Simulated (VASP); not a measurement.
The system is BAs.

```
As B
1.0
     0.00000    2.38850    2.38850
     2.38850    0.00000    2.38850
     2.38850    2.38850    0.00000
As B
1 1
Direct
  0.75000 0.75000 0.75000
  0.00000 0.00000 0.00000
```

Base run:

```yaml
Program: VASP 6.6.1
Functional: HSE06
Potentials_or_basis: VASP PAW PBE potentials, release 64 (As, B)
Cutoff: 520 eV
k_mesh: 6 × 6 × 6
Occupations: gaussian, width 0.02 eV
Spin: no spin polarisation
```

Its results: band gap on the k mesh 1.96 eV, indirect (least direct gap 4.13 eV); pressure -0.6 GPa.

Task: After a change of settings the same cell gave: band gap on the k mesh 2.62 eV, indirect (least direct gap 4.79 eV); pressure -0.7 GPa. Which change was it?
A. functional from HSE06 to r2SCAN-EpsX
B. functional from HSE06 to PBE0
C. functional from HSE06 to HSE03

Result: B.

Caveats: the PAW data sets were made with another functional, which shifts forces and pressure a little; the mesh misses the band edges, which the band path finds closer together.

Not every run made on this cell is shown here.
